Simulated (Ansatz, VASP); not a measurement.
**Two plane-wave programs on Zn**

File INCAR:

```
SYSTEM = Zn
PREC     = Accurate       ! precision mode
ENCUT    = 520            ! plane-wave cutoff, eV
EDIFF    = 1E-6           ! SCF threshold, eV
ISMEAR   = -1             ! smearing method
SIGMA    = 0.1            ! smearing width, eV
LREAL    = .False.        ! projectors in reciprocal space
LASPH    = .True.         ! aspherical terms in the spheres
NELM     = 60             ! most SCF steps
ALGO     = Normal         ! electronic algorithm
ISIF     = 2              ! what is computed and relaxed
LWAVE    = .False.        ! write WAVECAR
LCHARG   = .False.        ! write CHGCAR
GGA      = CA             ! functional
NBANDS   = 12             ! bands
```

KPOINTS

```
Automatic mesh
0
Gamma
  15 15 15
  0 0 0
```

File POSCAR:

```
Zn
1.0
    2.3810213000      0.0000000000      0.0000000000
    0.0000000000      2.3810213000      0.0000000000
    0.0000000000      0.0000000000      2.3810213000
Zn
1
Direct
    0.0000000000      0.0000000000      0.0000000000
```

Input for Ansatz:

```yaml
crystal:
  lattice:
    - [2.3810213, 0.0, 0.0]
    - [0.0, 2.3810213, 0.0]
    - [0.0, 0.0, 2.3810213]
  atoms:
    - { symbol: Zn, position: [0.0, 0.0, 0.0] }
kpoints:
  mp_grid: { grid: [15, 15, 15] }
scf:
  occupations: { method: fermi_dirac, width: 0.1 }
hamiltonian:
  xc: lda
  pseudopotentials: { kind: paw }
output:
  forces: true
  stress: true
  eigenvalues: true
  populations: true
```

Change from the starting cell: volume scaled by 0.84, PAW files.

Alike in both runs: task single point; functional LDA; k mesh 15 × 15 × 15; occupations fermi-dirac, width 0.1 eV; no spin polarisation.

|  | VASP | Ansatz |
| --- | --- | --- |
| version | VASP 6.6.1 | Ansatz 0.2.0 |
| potentials or method | VASP PAW LDA potentials, release 64 (Zn) | PAW with Ansatz's default frozen-core files, scalar-relativistic |
| plane-wave cutoff (eV) | 520 | 420 |
| valence electrons in the cell | 12 | 12 |

```csv
,VASP,Ansatz,Ansatz less VASP
pressure (GPa),20.1,19.0,-1.15
```

Caveats: so large a pressure means that the cell lies far from this level's equilibrium, or that cutoff or potentials fall short (VASP).
